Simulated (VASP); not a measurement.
# BP (F-43m) in VASP: further runs

The runs below take BP through relaxation of the atoms, relaxation of cell and atoms, with PBE, PBEsol, r2SCAN.

Everything below comes from runs of VASP 6.6.1. Logs are shortened: lines on timing, memory, paths and dates and some standing lists are left out, and cuts for length are marked.

### Step 1. The structure

It takes space group F-43m (No. 216, cubic). The conventional cell has a = 4.538 Å, b = 4.538 Å, c = 4.538 Å, α = 90.00°, β = 90.00°, γ = 90.00°. Around B (site symmetry -43m) lie 4 P at 1.97 Å. P (site symmetry -43m) has 4 B at 1.97 Å as nearest neighbours.

### Step 2. Relaxation of the atoms, PBE (a relaxed cell with its volume scaled by 1.06)

The input, INCAR:

```
  PREC = Accurate
  ENCUT = 300
  EDIFF = 1E-7
  ISMEAR = 0
  SIGMA = 0.03
  LREAL = F
  LASPH = T
  NELM = 80
  ALGO = Fast
  ISIF = 2
  LWAVE = F
  LCHARG = F
  GGA = PE
  IBRION = 2
  NSW = 40
  EDIFFG = -0.01
```

The input, KPOINTS:

```
regular mesh
0
Gamma
  5 5 5
```

The input, POSCAR:

```
BP                                      
1.0
    0.0000000000      2.3177010423      2.3177010423
    2.3177010423      0.0000000000      2.3177010423
    2.3177010423      2.3177010423      0.0000000000
  B               P             
     1     1
Direct
     0.0000000000000000    0.0000000000000000    0.0000000000000000
     0.2500000000000000    0.2500000000000000    0.2500000000000000
```

Potentials or basis: VASP PAW PBE potentials, release 64 (B_s, P).

Launch:

```sh
cat potpaw_PBE.64/B_s/POTCAR potpaw_PBE.64/P/POTCAR > POTCAR
mpirun -np 1 vasp_std > vasp.out
```

OUTCAR:

```text
PREC = Accurate
   ENCUT = 300
   EDIFF = 1E-7
   ISMEAR = 0
   LREAL = F
   LASPH = T
   NELM = 80
   ISIF = 2
   GGA = PE
   IBRION = 2
   NSW = 40
   EDIFFG = -0.01

 ion  position               nearest neighbor table
   1  0.000  0.000  0.000-   2 2.01   2 2.01   2 2.01   2 2.01
   2  0.250  0.250  0.250-   1 2.01   1 2.01   1 2.01   1 2.01

  LATTYP: Found a face centered cubic cell.
 ALAT       =     4.6354020846

  Lattice vectors:

 A1 = (   0.0000000000,   2.3177010423,   2.3177010423)
 A2 = (   2.3177010423,   0.0000000000,   2.3177010423)
 A3 = (   2.3177010423,   2.3177010423,   0.0000000000)

Analysis of symmetry for initial positions (statically):
=====================================================================
 Subroutine PRICEL returns:
 Original cell was already a primitive cell.

 Routine SETGRP: Setting up the symmetry group for a
 face centered cubic supercell.

 Subroutine GETGRP returns: Found 24 space group operations
 (whereof 24 operations were pure point group operations)
 out of a pool of 48 trial point group operations.

The static configuration has the point symmetry T_d .

Analysis of symmetry for dynamics (positions and initial velocities):
=====================================================================
 Subroutine PRICEL returns:
 Original cell was already a primitive cell.

 Routine SETGRP: Setting up the symmetry group for a
 face centered cubic supercell.

 Subroutine GETGRP returns: Found 24 space group operations
 (whereof 24 operations were pure point group operations)
 out of a pool of 48 trial point group operations.

The dynamic configuration has the point symmetry T_d .

 Subroutine INISYM returns: Found 24 space group operations
 (whereof 24 operations are pure point group operations),
 and found     1 'primitive' translations

----------------------------------------------------------------------------------------

                                     Primitive cell

  volume of cell :      24.9002

  direct lattice vectors                    reciprocal lattice vectors
     0.000000000  2.317701042  2.317701042    -0.215731016  0.215731016  0.215731016
     2.317701042  0.000000000  2.317701042     0.215731016 -0.215731016  0.215731016
     2.317701042  2.317701042  0.000000000     0.215731016  0.215731016 -0.215731016

  length of vectors
     3.277724248  3.277724248  3.277724248     0.373657080  0.373657080  0.373657080

  position of ions in fractional coordinates (direct lattice)
     0.000000000  0.000000000  0.000000000
     0.250000000  0.250000000  0.250000000

  ion indices of the primitive-cell ions
   primitive index   ion index
                 1           1
                 2           2

----------------------------------------------------------------------------------------

 KPOINTS: regular mesh

Automatic generation of k-mesh.
 Grid dimensions read from file:
 generate k-points for:    5    5    5

 Generating k-lattice:

  Cartesian coordinates                     Fractional coordinates (reciprocal lattice)
    -0.043146203  0.043146203  0.043146203     0.200000000  0.000000000  0.000000000
     0.043146203 -0.043146203  0.043146203     0.000000000  0.200000000  0.000000000
     0.043146203  0.043146203 -0.043146203     0.000000000  0.000000000  0.200000000

  Length of vectors
     0.074731416  0.074731416  0.074731416

  Shift w.r.t. Gamma in fractional coordinates (k-lattice)
     0.000000000  0.000000000  0.000000000

 Subroutine IBZKPT returns following result:
 ===========================================

 Found     10 irreducible k-points:

 Following reciprocal coordinates:
            Coordinates               Weight
  0.000000  0.000000  0.000000      1.000000
  0.200000  0.000000  0.000000      8.000000
  0.400000  0.000000  0.000000      8.000000
  0.200000  0.200000  0.000000      6.000000
  0.400000  0.200000  0.000000     24.000000
 -0.400000  0.200000  0.000000     24.000000
 -0.200000  0.200000  0.000000     12.000000
  0.400000  0.400000  0.000000      6.000000
 -0.400000  0.400000  0.000000     12.000000
 -0.400000  0.400000  0.200000     24.000000
   k-points           NKPTS =     10   k-points in BZ     NKDIM =     10   number of bands    NBANDS=      8
   number of dos      NEDOS =    301   number of ions     NIONS =      2
   total plane-waves  NPLWV =   8000
   dimension x,y,z NGX =    20 NGY =   20 NGZ =   20
   dimension x,y,z NGXF=    40 NGYF=   40 NGZF=   40
   ions per type =               1   1
   NGX,Y,Z   is equivalent  to a cutoff of  10.14, 10.14, 10.14 a.u.
   NGXF,Y,Z  is equivalent  to a cutoff of  20.29, 20.29, 20.29 a.u.
 SYSTEM =  unknown system
   PREC   = accura    normal or accurate (medium, high low for compatibility)
   ISTART =      0    job   : 0-new  1-cont  2-samecut
   ICHARG =      2    charge: 1-file 2-atom 10-const
   ISPIN  =      1    spin polarized calculation?
   LNONCOLLINEAR =      F non collinear calculations
[... 51 lines left out ...]
  free energy    TOTEN  =       -12.82826513 eV

  energy without entropy =      -12.82826513  energy(sigma->0) =      -12.82826513

 E-fermi :   7.4651     XC(G=0): -10.5914

 val. band max:        7.3165433389   @ k =   0.0000   0.0000   0.0000
 cond. band min:       8.6293810149   @ k =   0.4000   0.4000   0.0000
 fundamental gap:      1.3128376760
 Fermi energy:         7.4651406153

 k-point     1 :       0.0000    0.0000    0.0000
  band No.  band energies     occupation
      1      -7.6020      2.00000
      2       7.3165      2.00000
      3       7.3165      2.00000
      4       7.3165      2.00000
      5      10.6253      0.00000
      6      10.6253      0.00000
      7      10.6253      0.00000
      8      13.7303      0.00000

 k-point     2 :       0.2000    0.0000    0.0000
  band No.  band energies     occupation
      1      -6.9259      2.00000
      2       3.7977      2.00000
      3       6.4989      2.00000
      4       6.4989      2.00000
      5      11.0740      0.00000
      6      11.7036      0.00000
      7      11.7038      0.00000
      8      15.6693      0.00000

 k-point     3 :       0.4000    0.0000    0.0000
  band No.  band energies     occupation
      1      -5.1277      2.00000
      2      -0.3597      2.00000
      3       5.7304      2.00000
      4       5.7304      2.00000
      5      10.7716      0.00000
      6      12.0404      0.00000
      7      12.0404      0.00000
      8      17.2306      0.00000

 k-point     4 :       0.2000    0.2000    0.0000
  band No.  band energies     occupation
      1      -6.6975      2.00000
      2       4.6785      2.00000
      3       5.2786      2.00000
      4       5.2786      2.00000
      5       9.4826      0.00000
      6      13.2688      0.00000
      7      13.6373      0.00000
      8      13.6373      0.00000

 k-point     5 :       0.4000    0.2000    0.0000
  band No.  band energies     occupation
      1      -5.2189      2.00000
      2       1.1205      2.00000
      3       4.0358      2.00000
      4       4.5787      2.00000
      5      10.0910      0.00000
      6      13.2330      0.00000
      7      14.2219      0.00000
      8      14.5486      0.00000

 k-point     6 :      -0.4000    0.2000    0.0000
  band No.  band energies     occupation
      1      -4.0708      2.00000
      2      -0.7035      2.00000
      3       2.9771      2.00000
      4       4.9491      2.00000
      5      10.6102      0.00000
      6      13.7813      0.00000
      7      13.9325      0.00000
      8      17.0822      0.00000

 k-point     7 :      -0.2000    0.2000    0.0000
  band No.  band energies     occupation
      1      -5.8427      2.00000
      2       2.2039      2.00000
      3       3.3773      2.00000
      4       6.1197      2.00000
      5      11.6174      0.00000
      6      12.4650      0.00000
      7      13.4309      0.00000
      8      15.2237      0.00000

 k-point     8 :       0.4000    0.4000    0.0000
  band No.  band energies     occupation
      1      -4.1745      2.00000
      2       0.3962      2.00000
      3       3.6328      2.00000
      4       3.6328      2.00000
      5       8.6294      0.00000
      6       9.7451      0.00000
      7      17.8156      0.00000
      8      17.8157      0.00000

 k-point     9 :      -0.4000    0.4000    0.0000
  band No.  band energies     occupation
      1      -3.0213      2.00000
      2      -0.7013      2.00000
      3       1.8119      2.00000
      4       3.7906      2.00000
      5       9.2870      0.00000
      6      11.9402      0.00000
      7      17.3016      0.00000
      8      17.8439      0.00000

 k-point    10 :      -0.4000    0.4000    0.2000
  band No.  band energies     occupation
      1      -3.6262      2.00000
      2       0.0303      2.00000
      3       1.9919      2.00000
      4       3.2767      2.00000
      5      11.8934      0.00000
      6      12.9022      0.00000
      7      13.7114      0.00000
      8      17.2808      0.00000

------------------------ aborting loop because EDIFF is reached ----------------------------------------

  FORCE on cell =-STRESS in cart. coord.  units (eV):
  Direction    XX          YY          ZZ          XY          YZ          ZX
  --------------------------------------------------------------------------------------
  -------------------------------------------------------------------------------------
  Total       -1.3103779     -1.3103779     -1.3103779     -0.0000000      0.0000000      0.0000000
  in kB      -84.3150092    -84.3150092    -84.3150092     -0.0000000      0.0000000      0.0000000
  external PRESSURE =     -84.3150092 kB  Pullay stress =       0.0000000 kB

 VOLUME and BASIS-vectors are now :
 -----------------------------------------------------------------------------
  energy-cutoff  :      300.00
  volume of cell :       24.90
      direct lattice vectors                 reciprocal lattice vectors
     0.000000000  2.317701042  2.317701042    -0.215731016  0.215731016  0.215731016
     2.317701042  0.000000000  2.317701042     0.215731016 -0.215731016  0.215731016
     2.317701042  2.317701042  0.000000000     0.215731016  0.215731016 -0.215731016

 POSITION                                       TOTAL-FORCE (eV/Angst)
 -----------------------------------------------------------------------------------
      0.00000      0.00000      0.00000         0.000000      0.000000      0.000000
      1.15885      1.15885      1.15885        -0.000000     -0.000000     -0.000000
 -----------------------------------------------------------------------------------
    total drift:                                0.000000      0.000000     -0.000000

  FREE ENERGIE OF THE ION-ELECTRON SYSTEM (eV)
  ---------------------------------------------------
  free  energy   TOTEN  =       -12.8282651257 eV

  energy  without entropy=      -12.8282651257  energy(sigma->0) =      -12.82826513

 reached required accuracy - stopping structural energy minimisation
```

Run time: 3.8 s. Hardware: 1 thread of Intel Xeon Platinum 8488C (Sapphire Rapids), shared host; peak memory 0.11 GiB.

What came out:

| Quantity | Value |
| --- | --- |
| Free energy | -12.8283 eV |
| Band gap on the k mesh | 1.31 eV, indirect (least direct gap 3.31 eV) |

Final structure:
```
B P
1.0
     0.00000    2.31770    2.31770
     2.31770    0.00000    2.31770
     2.31770    2.31770    0.00000
B P
1 1
Direct
  0.00000 0.00000 0.00000
  0.25000 0.25000 0.25000
```

Levels at points of the mesh, in eV from the valence-band top:
| k point | band 1 | band 2 | band 3 | band 4 | band 5 | band 6 | band 7 | band 8 |
| --- | --- | --- | --- | --- | --- | --- | --- | --- |
| (0.00, 0.00, 0.00) | -14.92 | 0.00 | 0.00 | 0.00 | 3.31 | 3.31 | 3.31 | 6.41 |

Caveat: the k mesh is coarse (spacing up to 0.47 Å⁻¹), so the values aren't converged; the cutoff is under 1.25 times the usual one of these potentials, so pressure, stress and relaxed cells hold a basis-set (Pulay) error; the relaxation stopped at its first step, so nothing moved; an odd mesh through Γ misses points on the zone boundary, where band edges often lie.

### Step 3. Relaxation of cell and atoms, PBEsol

The input, INCAR:

```
PREC = Accurate
ENCUT = 600
EDIFF = 1E-6
ISMEAR = 0
SIGMA = 0.03
LREAL = False
LASPH = True
NELM = 80
ALGO = Normal
ISIF = 3
LWAVE = False
LCHARG = False
GGA = PS
IBRION = 2
NSW = 90
EDIFFG = -0.01
```

The input, KPOINTS:

```
regular mesh
0
Gamma
  10 10 10
```

The input, POSCAR:

```
BP
1.0
    0.0000000000      2.2690000000      2.2690000000
    2.2690000000      0.0000000000      2.2690000000
    2.2690000000      2.2690000000      0.0000000000
B P
1 1
Direct
    0.0000000000      0.0000000000      0.0000000000
    0.2500000000      0.2500000000      0.2500000000
```

Potentials or basis: VASP PAW PBE potentials, release 64 (B, P).

Launch:

```sh
cat potpaw_PBE.64/B/POTCAR potpaw_PBE.64/P/POTCAR > POTCAR
mpirun -np 1 vasp_std > vasp.out
```

Wall time 19 s (1 thread of Intel Xeon Platinum 8259CL at 2.50GHz (Skylake/Cascade Lake), shared host); peak memory 0.15 GiB.

The run converged. Its results:

```yaml
Free_energy: -13.6754 eV
Relaxed_volume: 11.55 Å³/atom
Relaxed_cell: a = 3.197 Å, b = 3.197 Å, c = 3.197 Å, α = 60.00°, β = 60.00°, γ = 60.00°
Space_group_after_relaxing_to_0.05_Å: F-43m (No. 216)
Energy_gained_by_relaxing: 0.8 meV/atom
Ionic_steps: 3
Pressure_after_relaxing: 0.0 GPa
Band_gap_on_the_k_mesh: 1.12 eV, indirect (least direct gap 3.37 eV)
```

Step by step:
| step | energy change (eV) | largest force (eV/Å) | pressure (GPa) | volume (Å³) |
| --- | --- | --- | --- | --- |
| 1 | 0.0000 | 0.0000 | -1.85 | 23.36 |
| 2 | -0.0006 | 0.0000 | 1.45 | 22.91 |
| 3 | -0.0015 | 0.0000 | 0.00 | 23.10 |

Final structure:
```
CELL_PARAMETERS angstrom
0.00000 2.26055 2.26055
2.26055 0.00000 2.26055
2.26055 2.26055 0.00000
ATOMIC_POSITIONS crystal
B 0.00000 0.00000 0.00000
P 0.25000 0.25000 0.25000
```

Levels at points of the mesh, in eV from the valence-band top:
| k point | band 1 | band 2 | band 3 | band 4 | band 5 | band 6 | band 7 | band 8 |
| --- | --- | --- | --- | --- | --- | --- | --- | --- |
| (0.00, 0.00, 0.00) | -15.60 | 0.00 | 0.00 | 0.00 | 3.37 | 3.37 | 3.37 | 7.51 |
| (0.50, 0.00, 0.00) | -12.20 | -9.18 | -1.78 | -1.78 | 3.80 | 4.66 | 4.66 | 9.97 |
| (0.50, 0.50, 0.00) | -10.66 | -8.66 | -4.19 | -4.19 | 1.20 | 1.51 | 12.20 | 12.20 |

Caveat: the PAW data sets were made with another functional, which shifts forces and pressure a little. As with any semilocal functional, this PBEsol gap is likely too small.

### Step 4. Relaxation of cell and atoms, PBEsol

This run uses another cell than the first one, of 11.55 Å³/atom, 0.989 times its volume.

Changes to INCAR since step 3:

```diff
@@ -2,3 +2,3 @@
 ENCUT = 600
-EDIFF = 1E-6
+EDIFF = 1E-7
 ISMEAR = 0
@@ -15,2 +15,2 @@
 NSW = 90
-EDIFFG = -0.01
+EDIFFG = -0.005
```

KPOINTS is that of step 3.

The input, POSCAR:

```
BP                                      
1.0
   -0.0000000000      2.2605516541      2.2605516541
    2.2605516541      0.0000000000      2.2605516541
    2.2605516541      2.2605516541     -0.0000000000
  B               P             
     1     1
Direct
     0.0000000000000000    0.0000000000000000    0.0000000000000000
     0.2500000000000000    0.2500000000000000    0.2500000000000000
```

Launch:

```sh
cat potpaw_PBE.64/B/POTCAR potpaw_PBE.64/P/POTCAR > POTCAR
mpirun -np 1 vasp_std > vasp.out
```

Run time: 10 s. Hardware: 1 thread of Intel Xeon Platinum 8259CL at 2.50GHz (Skylake/Cascade Lake), shared host; peak memory 0.15 GiB.

Results (log left out):

```
Free energy             : -13.6753 eV
Pressure after relaxing : 0.0 GPa
Band gap on the k mesh  : 1.12 eV, indirect (least direct gap 3.37 eV)
```

Final structure:
```
CELL_PARAMETERS angstrom
0.00000 2.26055 2.26055
2.26055 0.00000 2.26055
2.26055 2.26055 0.00000
ATOMIC_POSITIONS crystal
B 0.00000 0.00000 0.00000
P 0.25000 0.25000 0.25000
```

Levels at points of the mesh, in eV from the valence-band top:
```
           k point  band 1  band 2  band 3  band 4  band 5  band 6  band 7  band 8
(0.00, 0.00, 0.00)  -15.60    0.00    0.00    0.00    3.37    3.37    3.37    7.51
(0.50, 0.00, 0.00)  -12.20   -9.18   -1.78   -1.78    3.80    4.66    4.66    9.97
(0.50, 0.50, 0.00)  -10.66   -8.66   -4.19   -4.19    1.20    1.51   12.20   12.20
```

Caveat: the relaxation stopped at its first step, so nothing moved; the PAW data sets were made with another functional, which shifts forces and pressure a little.

### Step 5. Relaxation of cell and atoms, r2SCAN

The input, INCAR:

```
SYSTEM = BP
PREC = Accurate
ENCUT = 600
EDIFF = 1E-6
ISMEAR = 0
SIGMA = 0.03
LREAL = .FALSE.
LASPH = .TRUE.
NELM = 80
ALGO = Normal
ISIF = 3
LWAVE = .FALSE.
LCHARG = .FALSE.
METAGGA = R2SCAN
LMIXTAU = .TRUE.
IBRION = 2
NSW = 90
EDIFFG = -0.01
```

The input, KPOINTS:

```
Automatic mesh
0
G
  10 10 10
  0 0 0
```

The input, POSCAR:

```
BP
1.0
    0.0000000000      2.2690000000      2.2690000000
    2.2690000000      0.0000000000      2.2690000000
    2.2690000000      2.2690000000      0.0000000000
B P
1 1
Direct
    0.0000000000      0.0000000000      0.0000000000
    0.2500000000      0.2500000000      0.2500000000
```

Launch:

```sh
cat potpaw_PBE.64/B/POTCAR potpaw_PBE.64/P/POTCAR > POTCAR
mpirun -np 1 vasp_std > vasp.out
```

Wall time 55 s (1 thread of Intel Xeon 6975P-C (Granite Rapids), shared host); peak memory 0.16 GiB.

The run converged. Its results:

| Quantity | Value |
| --- | --- |
| Free energy | -17.3140 eV |
| Relaxed volume | 11.64 Å³/atom |
| Relaxed cell | a = 3.205 Å, b = 3.205 Å, c = 3.205 Å, α = 60.00°, β = 60.00°, γ = 60.00° |
| Space group after relaxing (to 0.05 Å) | F-43m (No. 216) |
| Energy gained by relaxing | 0.1 meV/atom |
| Ionic steps | 3 |
| Pressure after relaxing | 0.0 GPa |
| Band gap on the k mesh | 1.44 eV, indirect (least direct gap 3.65 eV) |

The path:
```tsv
step	energy change (eV)	largest force (eV/Å)	pressure (GPa)	volume (Å³)
1	0.0000	0.0000	-0.66	23.36
2	-0.0001	0.0000	0.53	23.20
3	-0.0002	0.0000	0.01	23.27
```

Final structure:
```
B P
1.0
     0.00000    2.26602    2.26602
     2.26602    0.00000    2.26602
     2.26602    2.26602    0.00000
B P
1 1
Direct
  0.00000 0.00000 0.00000
  0.25000 0.25000 0.25000
```

Levels at points of the mesh, in eV from the valence-band top:
| k point | band 1 | band 2 | band 3 | band 4 | band 5 | band 6 | band 7 | band 8 |
| --- | --- | --- | --- | --- | --- | --- | --- | --- |
| (0.00, 0.00, 0.00) | -16.30 | 0.00 | 0.00 | 0.00 | 3.65 | 3.65 | 3.65 | 8.07 |
| (0.50, 0.00, 0.00) | -12.79 | -9.53 | -1.87 | -1.87 | 4.16 | 5.03 | 5.03 | 10.94 |
| (0.50, 0.50, 0.00) | -11.11 | -9.15 | -4.36 | -4.36 | 1.53 | 1.91 | 13.10 | 13.10 |

Caveat: the PAW data sets were made with another functional, which shifts forces and pressure a little.

### Step 6. The runs side by side

```csv
task,level,potentials or basis,cell,k mesh,cutoff (eV),mesh quality,gap on the mesh (eV),pressure (GPa)
relaxation of the atoms,PBE,"VASP PAW PBE potentials, release 64 (B_s, P)",atoms relaxed from: a relaxed cell with its volume scaled by 1.06,5 × 5 × 5,300,coarse,1.31,-
relaxation of cell and atoms,PBEsol,"VASP PAW PBE potentials, release 64 (B, P)",relaxed,10 × 10 × 10,600,not flagged,1.12,0.0
relaxation of cell and atoms,r2SCAN,"VASP PAW PBE potentials, release 64 (B, P)",relaxed,10 × 10 × 10,600,not flagged,1.44,0.0
```

Alike in all rows: no spin polarisation; smearing gaussian 0.03 eV.

Caveats: some runs use coarse meshes; the relaxation stopped at its first step, so nothing moved (some runs); the PAW data sets were made with another functional, which shifts forces and pressure a little (some runs); the cutoff is under 1.25 times the usual one of these potentials, so pressure, stress and relaxed cells hold a basis-set (Pulay) error (some runs); an odd mesh through Γ misses points on the zone boundary, where band edges often lie (some runs).

Absolute energies hang on the potentials; compare differences alone.
